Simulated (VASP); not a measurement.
# CdS (P6_3mc) in VASP: phonons with PBE

Aim: the phonons of CdS with PBE.

Everything below comes from runs of VASP 6.6.1. Logs are shortened: lines on timing, memory, paths and dates and some standing lists are left out, and cuts for length are marked.

## 1. Starting point

It takes space group P6_3mc (No. 186, hexagonal). The conventional cell has a = 4.150 Å, b = 4.150 Å, c = 6.737 Å, α = 90.00°, β = 90.00°, γ = 120.00°. Cd (site symmetry 3m) is surrounded by 4 S at 2.53 to 2.54 Å. S (site symmetry 3m) is surrounded by 4 Cd at 2.53 to 2.54 Å.

## 2. Phonons, PBE

Input file POSCAR:

```
CdS
1.0
    4.1500000000      0.0000000000      0.0000000000
   -2.0750000000      3.5940054300      0.0000000000
    0.0000000000      0.0000000000      6.7370000000
Cd S
2 2
Direct
    0.3333333300      0.6666666700      0.0000000000
    0.6666666700      0.3333333300      0.5000000000
    0.3333333300      0.6666666700      0.3750000000
    0.6666666700      0.3333333300      0.8750000000
```

Input file INCAR.step1:

```
SYSTEM = CdS
PREC = Accurate ; ENCUT = 600
EDIFF = 1E-8 ; ISMEAR = 0
SIGMA = 0.02 ; LREAL = .False.
LASPH = .True. ; NELM = 100
ALGO = Normal ; ISIF = 3
LWAVE = .False. ; LCHARG = .False.
GGA = PE ; IBRION = 2
NSW = 40 ; EDIFFG = -0.002
```

Input file INCAR.step2:

```
SYSTEM = CdS
PREC = Accurate ; ENCUT = 600
EDIFF = 1E-8 ; ISMEAR = 0
SIGMA = 0.02 ; LREAL = .False.
LASPH = .True. ; NELM = 100
ALGO = Normal ; ISIF = 2
LWAVE = .False. ; LCHARG = .False.
GGA = PE ; IBRION = 8
NSW = 1
```

Input file KPOINTS:

```
Automatic mesh
0
Gamma
  9 9 4
  0 0 0
```

Potentials or basis: VASP PAW PBE potentials, release 64 (Cd, S).

Started as:

```sh
cat potpaw_PBE.64/Cd/POTCAR potpaw_PBE.64/S/POTCAR > POTCAR
cp INCAR.step1 INCAR
mpirun -np 1 vasp_std > vasp.out
cp CONTCAR POSCAR
cp INCAR.step2 INCAR
mpirun -np 1 vasp_std > vasp.out
```

OUTCAR:

```text
SYSTEM = CdS
   PREC = Accurate
   ENCUT = 600
   EDIFF = 1E-8
   ISMEAR = 0
   LREAL = .False.
   LASPH = .True.
   NELM = 100
   ISIF = 2
   GGA = PE
   IBRION = 8
   NSW = 1

 ion  position               nearest neighbor table
   1  0.333  0.667  0.999-   4 2.57   4 2.57   4 2.57   3 2.58
   2  0.667  0.333  0.499-   3 2.57   3 2.57   3 2.57   4 2.58
   3  0.333  0.667  0.376-   2 2.57   2 2.57   2 2.57   1 2.58
   4  0.667  0.333  0.876-   1 2.57   1 2.57   1 2.57   2 2.58

  LATTYP: Found a hexagonal cell.
 ALAT       =     4.2030490366
 C/A-ratio  =     1.6276642353

  Lattice vectors:

 A1 = (   4.2030490366,   0.0000000000,   0.0000000000)
 A2 = (  -2.1015245183,   3.6399472435,   0.0000000000)
 A3 = (   0.0000000000,   0.0000000000,   6.8411525963)

Analysis of symmetry for initial positions (statically):
=====================================================================
 Subroutine PRICEL returns:
 Original cell was already a primitive cell.

 Routine SETGRP: Setting up the symmetry group for a
 hexagonal supercell.

 Subroutine GETGRP returns: Found 12 space group operations
 (whereof  6 operations were pure point group operations)
 out of a pool of 24 trial point group operations.

The static configuration has the point symmetry C_3v.
 The point group associated with its full space group is C_6v.

Analysis of symmetry for dynamics (positions and initial velocities):
=====================================================================
 Subroutine PRICEL returns:
 Original cell was already a primitive cell.

 Routine SETGRP: Setting up the symmetry group for a
 hexagonal supercell.

 Subroutine GETGRP returns: Found 12 space group operations
 (whereof  6 operations were pure point group operations)
 out of a pool of 24 trial point group operations.

The dynamic configuration has the point symmetry C_3v.
 The point group associated with its full space group is C_6v.

 Subroutine INISYM returns: Found 12 space group operations
 (whereof  6 operations are pure point group operations),
 and found     1 'primitive' translations

----------------------------------------------------------------------------------------

                                     Primitive cell

  volume of cell :     104.6620

  direct lattice vectors                    reciprocal lattice vectors
     4.203049037  0.000000000  0.000000000     0.237922516  0.137364628  0.000000000
    -2.101524518  3.639947244  0.000000000     0.000000000  0.274729257  0.000000000
     0.000000000  0.000000000  6.841152596     0.000000000  0.000000000  0.146174199

  length of vectors
     4.203049037  4.203049040  6.841152596     0.274729257  0.274729257  0.146174199

  position of ions in fractional coordinates (direct lattice)
     0.333333330  0.666666670  0.999232695
     0.666666670  0.333333330  0.499232695
     0.333333330  0.666666670  0.375767305
     0.666666670  0.333333330  0.875767305

  ion indices of the primitive-cell ions
   primitive index   ion index
                 1           1
                 2           2
                 3           3
[... 122 lines left out ...]

  energy without entropy =      -12.29982920  energy(sigma->0) =      -12.29982920

 E-fermi :   0.9941     XC(G=0):  -8.8967

 val. band max:        0.8719732383   @ k =   0.0000   0.0000   0.0000
 cond. band min:       1.9733395882   @ k =   0.0000   0.0000   0.0000
 fundamental gap:      1.1013663498
 Fermi energy:         0.9941265618

 k-point     1 :       0.0000    0.0000    0.0000
  band No.  band energies     occupation
      1     -11.1887      2.00000
      2     -10.8057      2.00000
      3      -6.6622      2.00000
      4      -6.6566      2.00000
      5      -6.6566      2.00000
      6      -6.5833      2.00000
[... 589 lines left out ...]
     21       6.0430      0.00000
     22       7.5446      0.00000

 [... further k-points ...]

------------------------ aborting loop because EDIFF is reached ----------------------------------------

  FORCE on cell =-STRESS in cart. coord.  units (eV):
  Direction    XX          YY          ZZ          XY          YZ          ZX
  --------------------------------------------------------------------------------------
  -------------------------------------------------------------------------------------
  Total       -0.0011387     -0.0011387     -0.0058853      0.0000000      0.0000000      0.0000000
  in kB       -0.0174318     -0.0174318     -0.0900932      0.0000000      0.0000000      0.0000000
  external PRESSURE =      -0.0416523 kB  Pullay stress =       0.0000000 kB

 VOLUME and BASIS-vectors are now :
 -----------------------------------------------------------------------------
  energy-cutoff  :      600.00
  volume of cell :      104.66
      direct lattice vectors                 reciprocal lattice vectors
     4.203049037  0.000000000  0.000000000     0.237922516  0.137364628  0.000000000
    -2.101524518  3.639947244  0.000000000     0.000000000  0.274729257  0.000000000
     0.000000000  0.000000000  6.841152596     0.000000000  0.000000000  0.146174199

 POSITION                                       TOTAL-FORCE (eV/Angst)
 -----------------------------------------------------------------------------------
     -0.00000      2.42663      6.83590        -0.000000      0.000000      0.000299
      2.10152      1.21332      3.41533         0.000000      0.000000      0.000299
     -0.00000      2.42663      2.57068        -0.000000      0.000000     -0.000299
      2.10152      1.21332      5.99126        -0.000000     -0.000000     -0.000299
 -----------------------------------------------------------------------------------
    total drift:                               -0.000015      0.000009     -0.000475

  FREE ENERGIE OF THE ION-ELECTRON SYSTEM (eV)
  ---------------------------------------------------
  free  energy   TOTEN  =       -12.2998291968 eV

  energy  without entropy=      -12.2998291968  energy(sigma->0) =      -12.29982920

[... ionic steps 2 to 9 ...]

--------------------------------------- Ionic step       10  -------------------------------------------

------------------------ aborting loop because EDIFF is reached ----------------------------------------

[... ionic steps 11 to 11 ...]

--------------------------------------- Ionic step       12  -------------------------------------------

 Free energy of the ion-electron system (eV)
  ---------------------------------------------------
  ---------------------------------------------------
  free energy    TOTEN  =        -0.12164169 eV

  energy without entropy =       -0.12164169

------------------------ aborting loop because EDIFF is reached ----------------------------------------

 INTERNAL STRAIN TENSOR  FOR ION    3  DIRECTION 3   (eV/Angst):
 -----------------------------------------------------------------------------
     3.12897  0.00000  0.00000
    -0.00000  3.12897  0.00000
     0.00000  0.00000 -6.06881

 INTERNAL STRAIN TENSOR FOR ION    4 for displacements in x,y,z  (eV/Angst):
          X           Y           Z          XY          YZ          ZX
  --------------------------------------------------------------------------------
  x     0.00000     0.00000     0.00000     5.59901     0.00000     3.36426
  y     5.59901    -5.59901     0.00000     0.00000     2.92653    -0.00000
  z     3.12897     3.12897    -6.06881     0.00000    -0.00000     0.00000

 SECOND DERIVATIVES (NOT SYMMETRIZED)
 ------------------------------------
               1X          1Y          1Z          2X          2Y          2Z          3X          3Y          3Z          4X          4Y          4Z
  1X    -4.360394   -0.000000   -0.000000   -0.105239   -0.000000    0.000000    0.120952    0.000000    0.000000    4.344682    0.000000    0.000000
  1Y     0.000000   -4.360394    0.000000    0.000000   -0.105239    0.000000   -0.000000    0.120952    0.000000    0.000000    4.344682   -0.000000
  1Z     0.000000    0.000000   -5.802166    0.000000    0.000000    1.665204    0.000000    0.000000    3.094131    0.000000    0.000000    1.042832
  2X    -0.105239    0.000000   -0.000000   -4.360394   -0.000000    0.000000    4.344682    0.000000   -0.000000    0.120952    0.000000    0.000000
  2Y     0.000000   -0.105239   -0.000000   -0.000000   -4.360394    0.000000    0.000000    4.344682    0.000000   -0.000000    0.120952    0.000000
  2Z    -0.000000    0.000000    1.665204    0.000000   -0.000000   -5.802166    0.000000    0.000000    1.042832    0.000000   -0.000000    3.094131
  3X     0.113263    0.000000   -0.000000    4.336048   -0.000000    0.000000   -4.914219   -0.000000    0.000000    0.464908    0.000000   -0.000000
  3Y     0.000000    0.113263    0.000000    0.000000    4.336048    0.000000   -0.000000   -4.914219    0.000000    0.000000    0.464908    0.000000
  3Z     0.000000    0.000000    3.091174    0.000000    0.000000    1.052895    0.000000    0.000000   -6.630355   -0.000000    0.000000    2.486285
  4X     4.336048   -0.000000    0.000000    0.113263    0.000000    0.000000    0.464908   -0.000000    0.000000   -4.914219   -0.000000   -0.000000
  4Y     0.000000    4.336048   -0.000000    0.000000    0.113263   -0.000000    0.000000    0.464908   -0.000000   -0.000000   -4.914219   -0.000000
  4Z     0.000000    0.000000    1.052895    0.000000    0.000000    3.091174    0.000000   -0.000000    2.486285    0.000000    0.000000   -6.630355

 Eigenvectors and eigenvalues of the dynamical matrix
 ----------------------------------------------------

   1 f  =    8.411652 THz    52.851969 2PiTHz  280.582514 cm-1    34.787782 meV
             X         Y         Z           dx          dy          dz
     -0.000000  2.426632  6.835903    -0.000000    0.000000    0.106720
      2.101525  1.213316  3.415327     0.000000   -0.000000   -0.106720
     -0.000000  2.426632  2.570681    -0.000000    0.000000   -0.699007
      2.101525  1.213316  5.991258     0.000000   -0.000000    0.699007
[... 71 lines left out ...]
  12 f/i=    0.005030 THz     0.031607 2PiTHz    0.167796 cm-1     0.020804 meV
             X         Y         Z           dx          dy          dz
     -0.000000  2.426632  6.835903     0.037217   -0.622355   -0.000000
      2.101525  1.213316  3.415327     0.037217   -0.622355   -0.000000
     -0.000000  2.426632  2.570681     0.019914   -0.333006   -0.000000
      2.101525  1.213316  5.991258     0.019914   -0.333006   -0.000000

--------------------------------------------------------------------------------------------------------

 ELASTIC MODULI CONTR FROM IONIC RELAXATION (kBar)
 Direction    XX          YY          ZZ          XY          YZ          ZX
 --------------------------------------------------------------------------------
 XX        -250.7466    106.1712    140.3214     -0.0000     -0.0000      0.0000
 YY         106.1712   -250.7466    140.3214      0.0000      0.0000     -0.0000
 ZZ         140.3214    140.3214   -272.3854     -0.0000     -0.0000     -0.0000
 XY          -0.0000      0.0000     -0.0000   -178.4589      0.0000      0.0000
 YZ          -0.0000      0.0000     -0.0000      0.0000    -65.6989     -0.0000
 ZX           0.0000     -0.0000     -0.0000      0.0000     -0.0000    -72.2675
 --------------------------------------------------------------------------------
```

Run time: 16 min. Hardware: 1 thread of Intel Xeon 6975P-C (Granite Rapids), shared host; peak memory 1 GiB.

What came out:

| Property | Result |
| --- | --- |
| Relaxed volume | 26.17 Å³/atom |
| Relaxed cell | a = 4.203 Å, b = 4.203 Å, c = 6.841 Å, α = 90.00°, β = 90.00°, γ = 120.00° |
| Space group after relaxing (to 0.05 Å) | P6_3mc (No. 186) |
| Highest phonon frequency at Γ, LO-TO splitting left out | 281 cm⁻¹ |

Step by step:
| step | energy change (eV) | largest force (eV/Å) | pressure (GPa) | volume (Å³) |
| --- | --- | --- | --- | --- |
| 1 | 0.0000 | 0.0696 | 2.38 | 100.48 |
| 2 | -0.0279 | 0.0020 | -0.67 | 106.02 |
| 3 | -0.0307 | 0.0149 | 0.00 | 104.66 |
| 4 | -0.0307 | 0.0141 | -0.04 | 104.74 |
| 5 | -0.0308 | 0.0072 | 0.01 | 104.64 |
| 6 | -0.0308 | 0.0061 | 0.02 | 104.62 |
| 7 | -0.0308 | 0.0040 | 0.01 | 104.64 |
| 8 | -0.0308 | 0.0015 | -0.02 | 104.69 |
| 9 | -0.0308 | 0.0002 | 0.00 | 104.66 |

Final structure:
```yaml
crystal:
  lattice:
    - [4.20305, 0.00000, 0.00000]
    - [-2.10152, 3.63995, 0.00000]
    - [0.00000, 0.00000, 6.84115]
  atoms:
    - { symbol: Cd, position: [0.33333, 0.66667, 0.99923] }
    - { symbol: Cd, position: [0.66667, 0.33333, 0.49923] }
    - { symbol: S, position: [0.33333, 0.66667, 0.37577] }
    - { symbol: S, position: [0.66667, 0.33333, 0.87577] }
```

Phonon frequencies in cm⁻¹ (negative: imaginary):
```
              q point                              frequencies
(0.000, 0.000, 0.000)  0 0 0 44 44 129 212 220 220 232 232 281
```
